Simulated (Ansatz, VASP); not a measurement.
## Mg: VASP beside Ansatz

```
Mg
1.0
     0.00000    2.23174    2.23174
     2.23174    0.00000    2.23174
     2.23174    2.23174    0.00000
Mg
1
Direct
  0.00000 0.00000 0.00000
```

Alike in both runs: task single point; functional PBE; k mesh 14 × 14 × 14; occupations fermi-dirac, width 0.1 eV; no spin polarisation.

|  | VASP | Ansatz |
| --- | --- | --- |
| version | VASP 6.6.1 | Ansatz 0.2.0 |
| potentials or method | VASP PAW PBE potentials, release 64 (Mg) | plane waves (420 eV) with PAW, scalar-relativistic |
| plane-wave cutoff (eV) | 520 | 420 |
| valence electrons in the cell | 2 | 10 |

|  | VASP | Ansatz | Ansatz less VASP |
| --- | --- | --- | --- |
| pressure (GPa) | 1.5 | 1.6 | +0.12 |

The two sets of potentials don't hold the same shells in valence.
